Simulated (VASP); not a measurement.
# InAs (F-43m) in VASP: phonons with PBE

Aim: the phonons of InAs with PBE.

Everything below comes from runs of VASP 6.6.1. Logs are shortened: lines on timing, memory, paths and dates and some standing lists are left out, and cuts for length are marked.

### 1 The crystal as given

It takes space group F-43m (No. 216, cubic). The conventional cell has a = 6.188 Å, b = 6.188 Å, c = 6.188 Å, α = 90.00°, β = 90.00°, γ = 90.00°. Around In (site symmetry -43m) lie 4 As at 2.68 Å. As (site symmetry -43m) has 4 In at 2.68 Å as nearest neighbours.

### 2 Phonons, PBE

The input, INCAR:

```
PREC     = Accurate       # precision mode
ENCUT    = 520            # plane-wave cutoff, eV
EDIFF    = 1E-8           # SCF threshold, eV
ISMEAR   = -1             # smearing method
SIGMA    = 0.15           # smearing width, eV
LREAL    = False          # projectors in reciprocal space
LASPH    = True           # aspherical terms in the spheres
NELM     = 80             # most SCF steps
ALGO     = Normal         # electronic algorithm
ISIF     = 2              # what is computed and relaxed
LWAVE    = False          # write WAVECAR
LCHARG   = True           # write CHGCAR
GGA      = PE             # functional
IBRION   = 8              # ionic algorithm
NSW      = 1              # ionic steps
```

The input, KPOINTS:

```
regular mesh
0
Gamma
  12 12 12
```

The input, POSCAR:

```
InAs
1.0
    0.0000000000      3.0938631603      3.0938631603
    3.0938631603      0.0000000000      3.0938631603
    3.0938631603      3.0938631603      0.0000000000
In As
1 1
Direct
    0.0000000000      0.0000000000      0.0000000000
    0.2500000000      0.2500000000      0.2500000000
```

Potentials or basis: VASP PAW PBE potentials, release 64 (In_d, As).

The run is started by

```console
$ cat potpaw_PBE.64/In_d/POTCAR potpaw_PBE.64/As/POTCAR > POTCAR
$ mpirun -np 1 vasp_std > vasp.out
```

OUTCAR:

```text
PREC = Accurate
   ENCUT = 520
   EDIFF = 1E-8
   ISMEAR = -1
   LREAL = False
   LASPH = True
   NELM = 80
   ISIF = 2
   GGA = PE
   IBRION = 8
   NSW = 1

 ion  position               nearest neighbor table
   1  0.000  0.000  0.000-   2 2.68   2 2.68   2 2.68   2 2.68
   2  0.250  0.250  0.250-   1 2.68   1 2.68   1 2.68   1 2.68

  LATTYP: Found a face centered cubic cell.
 ALAT       =     6.1877263206

  Lattice vectors:

 A1 = (   0.0000000000,   3.0938631603,   3.0938631603)
 A2 = (   3.0938631603,   0.0000000000,   3.0938631603)
 A3 = (   3.0938631603,   3.0938631603,   0.0000000000)

Analysis of symmetry for initial positions (statically):
=====================================================================
 Subroutine PRICEL returns:
 Original cell was already a primitive cell.

 Routine SETGRP: Setting up the symmetry group for a
 face centered cubic supercell.

 Subroutine GETGRP returns: Found 24 space group operations
 (whereof 24 operations were pure point group operations)
 out of a pool of 48 trial point group operations.

The static configuration has the point symmetry T_d .

Analysis of symmetry for dynamics (positions and initial velocities):
=====================================================================
 Subroutine PRICEL returns:
 Original cell was already a primitive cell.

 Routine SETGRP: Setting up the symmetry group for a
 face centered cubic supercell.

 Subroutine GETGRP returns: Found 24 space group operations
 (whereof 24 operations were pure point group operations)
 out of a pool of 48 trial point group operations.

The dynamic configuration has the point symmetry T_d .

 Subroutine INISYM returns: Found 24 space group operations
 (whereof 24 operations are pure point group operations),
 and found     1 'primitive' translations

----------------------------------------------------------------------------------------

                                     Primitive cell

  volume of cell :      59.2288

  direct lattice vectors                    reciprocal lattice vectors
[... 543 lines left out ...]
  energy-cutoff  :      520.00
  volume of cell :       59.23
      direct lattice vectors                 reciprocal lattice vectors
     0.000000000  3.093863160  3.093863160    -0.161610250  0.161610250  0.161610250
     3.093863160  0.000000000  3.093863160     0.161610250 -0.161610250  0.161610250
     3.093863160  3.093863160  0.000000000     0.161610250  0.161610250 -0.161610250

 POSITION                                       TOTAL-FORCE (eV/Angst)
 -----------------------------------------------------------------------------------
      0.00000      0.00000      0.00000         0.000000     -0.000000     -0.000000
      1.54693      1.54693      1.54693        -0.000000      0.000000      0.000000
 -----------------------------------------------------------------------------------
    total drift:                               -0.000000     -0.000000     -0.000000

  FREE ENERGIE OF THE ION-ELECTRON SYSTEM (eV)
  ---------------------------------------------------
  free  energy   TOTEN  =        -7.7210527120 eV

  energy  without entropy=       -7.7165482743  energy(sigma->0) =       -7.71880049

[... ionic steps 2 to 3 ...]

--------------------------------------- Ionic step        4  -------------------------------------------

------------------------ aborting loop because EDIFF is reached ----------------------------------------

[... ionic steps 5 to 6 ...]

--------------------------------------- Ionic step        7  -------------------------------------------

 Free energy of the ion-electron system (eV)
  ---------------------------------------------------
  ---------------------------------------------------
  free energy    TOTEN  =        -0.04539724 eV

  energy without entropy =       -0.04539724

------------------------ aborting loop because EDIFF is reached ----------------------------------------

 INTERNAL STRAIN TENSOR  FOR ION    2  DIRECTION 1   (eV/Angst):
 -----------------------------------------------------------------------------
     0.00425  0.00000  0.00000
     0.00000 -0.00082 -6.22990
     0.00000 -6.22990 -0.00082

 INTERNAL STRAIN TENSOR FOR ION    2 for displacements in x,y,z  (eV/Angst):
          X           Y           Z          XY          YZ          ZX
  --------------------------------------------------------------------------------
  x     0.00000     0.00000     0.00000     0.00000    -6.22990     0.00000
  y     0.00000     0.00000     0.00000     0.00000     0.00000    -6.22990
  z     0.00000     0.00000     0.00000    -6.22990     0.00000     0.00000

 SECOND DERIVATIVES (NOT SYMMETRIZED)
 ------------------------------------
               1X          1Y          1Z          2X          2Y          2Z
  1X    -6.615650    0.000000    0.000000    6.615650    0.000000    0.000000
  1Y     0.000000   -6.615650    0.000000    0.000000    6.615650    0.000000
  1Z     0.000000    0.000000   -6.615650    0.000000    0.000000    6.615650
  2X     6.625682    0.000000    0.000000   -6.625682    0.000000    0.000000
  2Y     0.000000    6.625682    0.000000    0.000000   -6.625682    0.000000
  2Z     0.000000    0.000000    6.625682    0.000000    0.000000   -6.625682

 Eigenvectors and eigenvalues of the dynamical matrix
 ----------------------------------------------------

   1 f  =    5.974540 THz    37.539142 2PiTHz  199.289203 cm-1    24.708701 meV
             X         Y         Z           dx          dy          dz
      0.000000  0.000000  0.000000     0.000000    0.628093    0.000000
      1.546932  1.546932  1.546932     0.000000   -0.778138    0.000000
[... 21 lines left out ...]
   6 f/i=    0.002212 THz     0.013900 2PiTHz    0.073795 cm-1     0.009149 meV
             X         Y         Z           dx          dy          dz
      0.000000  0.000000  0.000000     0.000000    0.000000    0.778138
      1.546932  1.546932  1.546932     0.000000    0.000000    0.628093

--------------------------------------------------------------------------------------------------------

 ELASTIC MODULI CONTR FROM IONIC RELAXATION (kBar)
 Direction    XX          YY          ZZ          XY          YZ          ZX
 --------------------------------------------------------------------------------
 XX          -0.0000      0.0000     -0.0000     -0.0000      0.0000      0.0000
 YY           0.0000     -0.0000     -0.0000     -0.0000     -0.0000      0.0000
 ZZ          -0.0000     -0.0000     -0.0000      0.0000      0.0000      0.0000
 XY          -0.0000     -0.0000      0.0000   -156.1443      0.0000      0.0000
 YZ           0.0000      0.0000      0.0000      0.0000   -156.1443     -0.0000
 ZX           0.0000      0.0000      0.0000      0.0000     -0.0000   -156.1443
 --------------------------------------------------------------------------------
```

stdout:

```text
POSCAR found type information on POSCAR InAs
 POSCAR found :  2 types and       2 ions
 scaLAPACK will be used
 LDA part: xc-table for (Slater+PW92), standard interpolation
 POSCAR, INCAR and KPOINTS ok, starting setup
 FFT: planning ... GRIDC
 FFT: planning ... GRID_SOFT
 FFT: planning ... GRID
 WAVECAR not read
 entering main loop
 Linear response reoptimize wavefunctions to high precision
 Linear response DOF=           2
 Linear response progress:
 first order change of Fermi-energy  -0.35664E-04
 force on displaced ion       1 direction 1 :  -6.616   0.000   0.000
 Linear response progress:
 first order change of Fermi-energy   0.25439E-03
 force on displaced ion       2 direction 1 :  -6.626   0.000   0.000
 Linear response finished
```

Wall time 6.8 min (1 thread of Intel Xeon 6975P-C (Granite Rapids), shared host); peak memory 0.62 GiB.

What came out:

- Highest phonon frequency at Γ, LO-TO splitting left out: 199 cm⁻¹

Phonon frequencies in cm⁻¹ (negative: imaginary):
```csv
q point,frequencies
"(0.000, 0.000, 0.000)",0 0 0 199 199 199
```
